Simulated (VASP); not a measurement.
# NaH (Fm-3m) in VASP: a series of runs

Runs on NaH. Level: PBE. Tasks: single point.

Program: VASP 6.6.1. These are calculated values, not measurements. Logs are shortened: lines on timing, memory, paths and dates and some standing lists are left out, and cuts for length are marked.

## (1) The crystal as given

It takes space group Fm-3m (No. 225, cubic). Conventional cell: a = 4.880 Å, b = 4.880 Å, c = 4.880 Å, α = 90.00°, β = 90.00°, γ = 90.00°. Na (site symmetry m-3m) has 6 H at 2.44 Å as nearest neighbours. Around H (site symmetry m-3m) lie 6 Na at 2.44 Å.

## (2) Single point, PBE

INCAR reads:

```
SYSTEM = NaH
PREC = Accurate
ENCUT = 350
EDIFF = 1E-6
ISMEAR = 0
SIGMA = 0.05
LREAL = .False.
LASPH = .True.
NELM = 100
ALGO = Normal
ISIF = 2
LWAVE = .False.
LCHARG = .False.
GGA = PE
NBANDS = 11
ADDGRID = .False.
```

KPOINTS reads:

```
Automatic mesh
0
Gamma
  6 6 6
  0 0 0
```

POSCAR reads:

```
NaH
1.0
    0.0000000000      2.4400000000      2.4400000000
    2.4400000000      0.0000000000      2.4400000000
    2.4400000000      2.4400000000      0.0000000000
Na H
1 1
Direct
    0.0000000000      0.0000000000      0.0000000000
    0.5000000000      0.5000000000      0.5000000000
```

Potentials or basis: VASP PAW PBE potentials, release 64 (Na_pv, H).

On the command line:

```console
$ cat potpaw_PBE.64/Na_pv/POTCAR potpaw_PBE.64/H/POTCAR > POTCAR
$ mpirun -np 1 vasp_std > vasp.out
```

OUTCAR:

```text
SYSTEM = NaH
   PREC = Accurate
   ENCUT = 350
   EDIFF = 1E-6
   ISMEAR = 0
   LREAL = .False.
   LASPH = .True.
   NELM = 100
   ISIF = 2
   GGA = PE

 Found     16 irreducible k-points:

 Following reciprocal coordinates:
            Coordinates               Weight
  0.000000  0.000000  0.000000      1.000000
  0.166667  0.000000  0.000000      8.000000
  0.333333  0.000000  0.000000      8.000000
  0.500000  0.000000  0.000000      4.000000
  0.166667  0.166667  0.000000      6.000000
  0.333333  0.166667  0.000000     24.000000
   k-points           NKPTS =     16   k-points in BZ     NKDIM =     16   number of bands    NBANDS=     11
   number of dos      NEDOS =    301   number of ions     NIONS =      2
   total plane-waves  NPLWV =  13824
   dimension x,y,z NGX =    24 NGY =   24 NGZ =   24
   dimension x,y,z NGXF=    48 NGYF=   48 NGZF=   48
   ions per type =               1   1
   NGX,Y,Z   is equivalent  to a cutoff of  11.56, 11.56, 11.56 a.u.
   NGXF,Y,Z  is equivalent  to a cutoff of  23.13, 23.13, 23.13 a.u.
 SYSTEM =  NaH
   PREC   = accura    normal or accurate (medium, high low for compatibility)
   ISTART =      0    job   : 0-new  1-cont  2-samecut
   ICHARG =      2    charge: 1-file 2-atom 10-const
   ISPIN  =      1    spin polarized calculation?
   LNONCOLLINEAR =      F non collinear calculations
   LSORBIT =      F    spin-orbit coupling
   LASPH  =      T    aspherical Exc in radial PAW
   ENCUT  =  350.0 eV  25.72 Ry    5.07 a.u.   5.26  5.26  5.26*2*pi/ulx,y,z
   NELM   =    100;   NELMIN=  2; NELMDL= -5     # of ELM steps
   EDIFF  = 0.1E-05   stopping-criterion for ELM
   LREAL  =      F    real-space projection
   EDIFFG = 0.1E-04   stopping-criterion for IOM
   NSW    =      0    number of steps for IOM
   IBRION =     -1    ionic relax: 0-MD 1-quasi-New 2-CG
   NFREE  =      0    steps in history (QN), initial steepest desc. (CG)
   ISIF   =      2    stress and relaxation
   ISYM   =      2    0-nonsym 1-usesym 2-fastsym
   POTIM  = 0.5000    time-step for ionic-motion
   TEBEG  =    0.0;   TEEND  =   0.0 temperature during run
   PSTRESS=    0.0 pullay stress
   NELECT =       8.0000    total number of electrons
   NUPDOWN=      -1.0000    fix difference up-down
   EMIN   =  10.00;   EMAX   =-10.00  energy-range for DOS
   EFERMI =   0.00;   METHOD = LEGACY
   ISMEAR =     0;   SIGMA  =   0.05  broadening in eV -4-tet -1-fermi 0-gaus
   EFERMI_NEDOS =   21; number of points for ismear=-14 and -15
   IALGO  =     38    algorithm
   IMIX   =      4    mixing-type and parameters
     AMIX     =   0.40;   BMIX     =  1.00
     AMIX_MAG =   1.60;   BMIX_MAG =  1.00
  volume/ion in A,a.u.               =      14.53        98.03
  Fermi-wavevector in a.u.,A,eV,Ry     =   1.065054  2.012660 15.433636  1.134340
  Thomas-Fermi vector in A             =   2.200593
   LORBIT       =      0    0 simple, 1 ext, 2 COOP (PROOUT), +10 PAW based schemes
   GGA     = PE    functional components
   LHFCALC =     F    Hartree Fock is set to
   AEXX    =    0.0000 exact exchange contribution
   IVDW    =     0    specifies the selected vdW correction
   LEPSILON=     F    determine dielectric tensor
   LRPA    =     F    only Hartree local field effects (RPA)
 non-spin polarized calculation
 Gauss-broadening in eV      SIGMA  =   0.05
  energy-cutoff  :      350.00
  volume of cell :       29.05
 maximum number of plane-waves:       444
 NGX is ok and might be reduce to    24
   NGX = 11   NGY = 11   NGZ = 11

 number of electron       7.9999989 magnetization

 Free energy of the ion-electron system (eV)
  ---------------------------------------------------
  ext. energy  EPLUGINS =         0.00000000
  ---------------------------------------------------
  free energy    TOTEN  =        -5.08192893 eV

  energy without entropy =       -5.08192893  energy(sigma->0) =       -5.08192893

 E-fermi :  -0.9345     XC(G=0):  -7.6738

 val. band max:       -1.2434011065   @ k =  -0.3333   0.5000   0.1667
 cond. band min:       2.5054034153   @ k =   0.5000   0.0000   0.0000
 fundamental gap:      3.7488045217
 Fermi energy:        -0.9345491363

 k-point     1 :       0.0000    0.0000    0.0000
  band No.  band energies     occupation
      1     -23.3480      2.00000
      2     -23.3480      2.00000
      3     -23.3480      2.00000
      4      -4.7378      2.00000
      5       8.9747      0.00000
      6      14.1789      0.00000
      7      14.1789      0.00000
      8      14.1789      0.00000
      9      14.9699      0.00000
     10      14.9699      0.00000
     11      14.9699      0.00000

 k-point     2 :       0.1667    0.0000    0.0000
  band No.  band energies     occupation
      1     -23.3696      2.00000
      2     -23.3507      2.00000
      3     -23.3507      2.00000
      4      -4.2769      2.00000
      5       7.4786      0.00000
      6      10.9430      0.00000
      7      13.0689      0.00000
      8      13.0689      0.00000
      9      16.2311      0.00000
     10      16.2311      0.00000
     11      16.5031      0.00000

 k-point     3 :       0.3333    0.0000    0.0000
  band No.  band energies     occupation
      1     -23.4116      2.00000
      2     -23.3558      2.00000
      3     -23.3558      2.00000
      4      -3.0450      2.00000
      5       4.2903      0.00000
      6       9.6806      0.00000
      7      12.2576      0.00000
      8      12.2576      0.00000
      9      15.3818      0.00000
     10      15.3818      0.00000
     11      17.5160      0.00000

 k-point     4 :       0.5000    0.0000    0.0000
  band No.  band energies     occupation
      1     -23.4325      2.00000
      2     -23.3584      2.00000
      3     -23.3584      2.00000
      4      -2.0426      2.00000
      5       2.5054      0.00000
      6       9.3810      0.00000
      7      11.9982      0.00000
      8      11.9982      0.00000
      9      14.8561      0.00000
     10      14.8561      0.00000
     11      17.3314      0.00000

 k-point     5 :       0.1667    0.1667    0.0000
  band No.  band energies     occupation
      1     -23.3688      2.00000
      2     -23.3554      2.00000
      3     -23.3554      2.00000
      4      -4.1300      2.00000
      5       7.4333      0.00000
      6      11.4679      0.00000
      7      11.5704      0.00000
      8      11.5704      0.00000
      9      15.0295      0.00000
     10      16.9391      0.00000
     11      18.8920      0.00000

 k-point     6 :       0.3333    0.1667    0.0000
  band No.  band energies     occupation
      1     -23.3991      2.00000
      2     -23.3617      2.00000
      3     -23.3617      2.00000
      4      -3.1644      2.00000
      5       5.3580      0.00000
      6       8.5826      0.00000
      7      10.8022      0.00000
      8      12.5858      0.00000
      9      14.3697      0.00000
     10      17.0127      0.00000
     11      18.3858      0.00000

 [... further k-points ...]

------------------------ aborting loop because EDIFF is reached ----------------------------------------

  FORCE on cell =-STRESS in cart. coord.  units (eV):
  Direction    XX          YY          ZZ          XY          YZ          ZX
  --------------------------------------------------------------------------------------
  -------------------------------------------------------------------------------------
  Total       -0.2174535     -0.2174535     -0.2174535     -0.0000000      0.0000000      0.0000000
  in kB      -11.9916115    -11.9916115    -11.9916115     -0.0000000      0.0000000      0.0000000
  external PRESSURE =     -11.9916115 kB  Pullay stress =       0.0000000 kB

 VOLUME and BASIS-vectors are now :
 -----------------------------------------------------------------------------
  energy-cutoff  :      350.00
  volume of cell :       29.05
      direct lattice vectors                 reciprocal lattice vectors
     0.000000000  2.440000000  2.440000000    -0.204918033  0.204918033  0.204918033
     2.440000000  0.000000000  2.440000000     0.204918033 -0.204918033  0.204918033
     2.440000000  2.440000000  0.000000000     0.204918033  0.204918033 -0.204918033

 POSITION                                       TOTAL-FORCE (eV/Angst)
 -----------------------------------------------------------------------------------
      0.00000      0.00000      0.00000         0.000000      0.000000     -0.000000
      2.44000      2.44000      2.44000        -0.000000     -0.000000      0.000000
 -----------------------------------------------------------------------------------
    total drift:                                0.000000     -0.000000     -0.000000

  FREE ENERGIE OF THE ION-ELECTRON SYSTEM (eV)
  ---------------------------------------------------
  free  energy   TOTEN  =        -5.0819289304 eV

  energy  without entropy=       -5.0819289304  energy(sigma->0) =       -5.08192893
```

Run time: 3.1 s. Hardware: 1 thread of Intel Xeon Platinum 8259CL at 2.50GHz (Skylake/Cascade Lake), shared host; peak memory 0.12 GiB.

The run converged, but some of its settings lie outside the range that counts as converged, so its numbers aren't taken as properties of the crystal.

Results:

* Free energy: -5.0819 eV
* Pressure: -1.2 GPa
* Band gap on the k mesh: 3.75 eV, indirect (least direct gap 4.55 eV)

## (3) Single point, PBE

INCAR is that of step 2.

KPOINTS is that of step 2.

POSCAR reads:

```
NaH
1.0
    0.0000000000      2.4400000000      2.4400000000
    2.4400000000      0.0000000000      2.4400000000
    2.4400000000      2.4400000000      0.0000000000
Na H
1 1
Direct
   -0.0187210000      0.0228060000      0.0160610000
    0.4668300000      0.5164870000      0.5214060000
```

Potentials or basis: VASP PAW PBE potentials, release 64 (Na_pv, H).

On the command line:

```console
$ cat potpaw_PBE.64/Na_pv/POTCAR potpaw_PBE.64/H/POTCAR > POTCAR
$ mpirun -np 1 vasp_std > vasp.out
```

Wall time 12 s (1 thread of Intel Xeon Platinum 8259CL at 2.50GHz (Skylake/Cascade Lake), shared host); peak memory 0.14 GiB.

These settings aren't checked as converged: the numbers below hold their error.

Results:

* Free energy: -5.0807 eV
* Pressure: -1.2 GPa
* Largest force: 0.044 eV/Å
* Band gap on the k mesh: 3.75 eV, indirect (least direct gap 4.55 eV)

## (4) Single point, PBE

INCAR: that of step 3 with these lines changed.

```diff
@@ -2,3 +2,3 @@
 PREC = Accurate
-ENCUT = 350
+ENCUT = 550
 EDIFF = 1E-6
```

KPOINTS reads:

```
Automatic mesh
0
Gamma
  5 5 5
  0 0 0
```

POSCAR reads:

```
NaH
1.0
    0.0000000000      2.4400000000      2.4400000000
    2.4400000000      0.0000000000      2.4400000000
    2.4400000000      2.4400000000      0.0000000000
Na H
1 1
Direct
    0.0000000000      0.0000000000      0.0000000000
    0.5000000000      0.5000000000      0.5000000000
```

Potentials or basis: VASP PAW PBE potentials, release 64 (Na_pv, H).

On the command line:

```console
$ cat potpaw_PBE.64/Na_pv/POTCAR potpaw_PBE.64/H/POTCAR > POTCAR
$ mpirun -np 1 vasp_std > vasp.out
```

OUTCAR:

```text
SYSTEM = NaH
   PREC = Accurate
   ENCUT = 550
   EDIFF = 1E-6
   ISMEAR = 0
   LREAL = .False.
   LASPH = .True.
   NELM = 100
   ISIF = 2
   GGA = PE

 Found     10 irreducible k-points:

 Following reciprocal coordinates:
            Coordinates               Weight
  0.000000  0.000000  0.000000      1.000000
  0.200000  0.000000  0.000000      8.000000
  0.400000  0.000000  0.000000      8.000000
  0.200000  0.200000  0.000000      6.000000
  0.400000  0.200000  0.000000     24.000000
 -0.400000  0.200000  0.000000     24.000000
   k-points           NKPTS =     10   k-points in BZ     NKDIM =     10   number of bands    NBANDS=     11
   number of dos      NEDOS =    301   number of ions     NIONS =      2
   total plane-waves  NPLWV =  21952
   dimension x,y,z NGX =    28 NGY =   28 NGZ =   28
   dimension x,y,z NGXF=    56 NGYF=   56 NGZF=   56
   ions per type =               1   1
   NGX,Y,Z   is equivalent  to a cutoff of  13.49, 13.49, 13.49 a.u.
   NGXF,Y,Z  is equivalent  to a cutoff of  26.98, 26.98, 26.98 a.u.
 SYSTEM =  NaH
   PREC   = accura    normal or accurate (medium, high low for compatibility)
   ISTART =      0    job   : 0-new  1-cont  2-samecut
   ICHARG =      2    charge: 1-file 2-atom 10-const
   ISPIN  =      1    spin polarized calculation?
   LNONCOLLINEAR =      F non collinear calculations
   LSORBIT =      F    spin-orbit coupling
   LASPH  =      T    aspherical Exc in radial PAW
   ENCUT  =  550.0 eV  40.42 Ry    6.36 a.u.   6.60  6.60  6.60*2*pi/ulx,y,z
   NELM   =    100;   NELMIN=  2; NELMDL= -5     # of ELM steps
   EDIFF  = 0.1E-05   stopping-criterion for ELM
   LREAL  =      F    real-space projection
   EDIFFG = 0.1E-04   stopping-criterion for IOM
   NSW    =      0    number of steps for IOM
   IBRION =     -1    ionic relax: 0-MD 1-quasi-New 2-CG
   NFREE  =      0    steps in history (QN), initial steepest desc. (CG)
   ISIF   =      2    stress and relaxation
   ISYM   =      2    0-nonsym 1-usesym 2-fastsym
   POTIM  = 0.5000    time-step for ionic-motion
   TEBEG  =    0.0;   TEEND  =   0.0 temperature during run
   PSTRESS=    0.0 pullay stress
   NELECT =       8.0000    total number of electrons
   NUPDOWN=      -1.0000    fix difference up-down
   EMIN   =  10.00;   EMAX   =-10.00  energy-range for DOS
   EFERMI =   0.00;   METHOD = LEGACY
   ISMEAR =     0;   SIGMA  =   0.05  broadening in eV -4-tet -1-fermi 0-gaus
   EFERMI_NEDOS =   21; number of points for ismear=-14 and -15
   IALGO  =     38    algorithm
   IMIX   =      4    mixing-type and parameters
     AMIX     =   0.40;   BMIX     =  1.00
     AMIX_MAG =   1.60;   BMIX_MAG =  1.00
  volume/ion in A,a.u.               =      14.53        98.03
  Fermi-wavevector in a.u.,A,eV,Ry     =   1.065054  2.012660 15.433636  1.134340
  Thomas-Fermi vector in A             =   2.200593
   LORBIT       =      0    0 simple, 1 ext, 2 COOP (PROOUT), +10 PAW based schemes
   GGA     = PE    functional components
   LHFCALC =     F    Hartree Fock is set to
   AEXX    =    0.0000 exact exchange contribution
   IVDW    =     0    specifies the selected vdW correction
   LEPSILON=     F    determine dielectric tensor
   LRPA    =     F    only Hartree local field effects (RPA)
 non-spin polarized calculation
 Gauss-broadening in eV      SIGMA  =   0.05
  energy-cutoff  :      550.00
  volume of cell :       29.05
 maximum number of plane-waves:       872
 NGX is ok and might be reduce to    28
   NGX = 13   NGY = 13   NGZ = 13

 number of electron       8.0000008 magnetization

 Free energy of the ion-electron system (eV)
  ---------------------------------------------------
  ext. energy  EPLUGINS =         0.00000000
  ---------------------------------------------------
  free energy    TOTEN  =        -5.08600612 eV

  energy without entropy =       -5.08600612  energy(sigma->0) =       -5.08600612

 E-fermi :  -1.0783     XC(G=0):  -7.6720

 val. band max:       -1.3037752786   @ k =  -0.4000   0.4000   0.0000
 cond. band min:       3.2373755813   @ k =   0.4000   0.0000   0.0000
 fundamental gap:      4.5411508599
 Fermi energy:        -1.0783264653

 k-point     1 :       0.0000    0.0000    0.0000
  band No.  band energies     occupation
      1     -23.3599      2.00000
      2     -23.3599      2.00000
      3     -23.3599      2.00000
      4      -4.7404      2.00000
      5       8.9579      0.00000
      6      14.1808      0.00000
      7      14.1808      0.00000
      8      14.1808      0.00000
      9      14.9676      0.00000
     10      14.9676      0.00000
     11      14.9676      0.00000

 k-point     2 :       0.2000    0.0000    0.0000
  band No.  band energies     occupation
      1     -23.3894      2.00000
      2     -23.3634      2.00000
      3     -23.3634      2.00000
      4      -4.0832      2.00000
      5       6.8639      0.00000
      6      10.5508      0.00000
      7      12.8604      0.00000
      8      12.8604      0.00000
      9      16.2185      0.00000
     10      16.2185      0.00000
     11      16.8345      0.00000

 k-point     3 :       0.4000    0.0000    0.0000
  band No.  band energies     occupation
      1     -23.4363      2.00000
      2     -23.3692      2.00000
      3     -23.3692      2.00000
      4      -2.4915      2.00000
      5       3.2374      0.00000
      6       9.4799      0.00000
      7      12.0908      0.00000
      8      12.0908      0.00000
      9      15.0493      0.00000
     10      15.0493      0.00000
     11      17.4393      0.00000

 k-point     4 :       0.2000    0.2000    0.0000
  band No.  band energies     occupation
      1     -23.3880      2.00000
      2     -23.3698      2.00000
      3     -23.3698      2.00000
      4      -3.8767      2.00000
      5       6.9184      0.00000
      6      10.9543      0.00000
      7      11.1304      0.00000
      8      11.1304      0.00000
      9      14.3232      0.00000
     10      17.3055      0.00000
     11      19.9018      0.00000

 k-point     5 :       0.4000    0.2000    0.0000
  band No.  band energies     occupation
      1     -23.4213      2.00000
      2     -23.3797      2.00000
      3     -23.3765      2.00000
      4      -2.5939      2.00000
      5       4.5316      0.00000
      6       7.7257      0.00000
      7      10.4563      0.00000
      8      11.8322      0.00000
      9      14.6607      0.00000
     10      17.4838      0.00000
     11      18.4765      0.00000

 k-point     6 :      -0.4000    0.2000    0.0000
  band No.  band energies     occupation
      1     -23.4322      2.00000
      2     -23.3903      2.00000
      3     -23.3742      2.00000
      4      -1.7758      2.00000
      5       3.2513      0.00000
      6       6.5648      0.00000
      7      10.9607      0.00000
      8      11.7114      0.00000
      9      15.9807      0.00000
     10      17.0957      0.00000
     11      20.0666      0.00000

 [... further k-points ...]

------------------------ aborting loop because EDIFF is reached ----------------------------------------

  FORCE on cell =-STRESS in cart. coord.  units (eV):
  Direction    XX          YY          ZZ          XY          YZ          ZX
  --------------------------------------------------------------------------------------
  -------------------------------------------------------------------------------------
  Total       -0.1183493     -0.1183493     -0.1183493      0.0000000      0.0000000      0.0000000
  in kB       -6.5264462     -6.5264462     -6.5264462      0.0000000      0.0000000      0.0000000
  external PRESSURE =      -6.5264462 kB  Pullay stress =       0.0000000 kB

 VOLUME and BASIS-vectors are now :
 -----------------------------------------------------------------------------
  energy-cutoff  :      550.00
  volume of cell :       29.05
      direct lattice vectors                 reciprocal lattice vectors
     0.000000000  2.440000000  2.440000000    -0.204918033  0.204918033  0.204918033
     2.440000000  0.000000000  2.440000000     0.204918033 -0.204918033  0.204918033
     2.440000000  2.440000000  0.000000000     0.204918033  0.204918033 -0.204918033

 POSITION                                       TOTAL-FORCE (eV/Angst)
 -----------------------------------------------------------------------------------
      0.00000      0.00000      0.00000        -0.000000      0.000000      0.000000
      2.44000      2.44000      2.44000         0.000000     -0.000000     -0.000000
 -----------------------------------------------------------------------------------
    total drift:                               -0.000000     -0.000000      0.000000

  FREE ENERGIE OF THE ION-ELECTRON SYSTEM (eV)
  ---------------------------------------------------
  free  energy   TOTEN  =        -5.0860061212 eV

  energy  without entropy=       -5.0860061212  energy(sigma->0) =       -5.08600612
```

It took 4.3 s on 1 thread of Intel Xeon Platinum 8259CL at 2.50GHz (Skylake/Cascade Lake), shared host; peak memory 0.14 GiB.

These settings aren't checked as converged: the numbers below hold their error.

What came out:

| Quantity | Value |
| --- | --- |
| Free energy | -5.0860 eV |
| Pressure | -0.7 GPa |
| Band gap on the k mesh | 4.54 eV, indirect (least direct gap 5.03 eV) |

Caveat: the k mesh is coarse (spacing up to 0.45 Å⁻¹), so the values aren't converged; an odd mesh through Γ misses points on the zone boundary, where band edges often lie.

(Continued in part 2 of 2.)
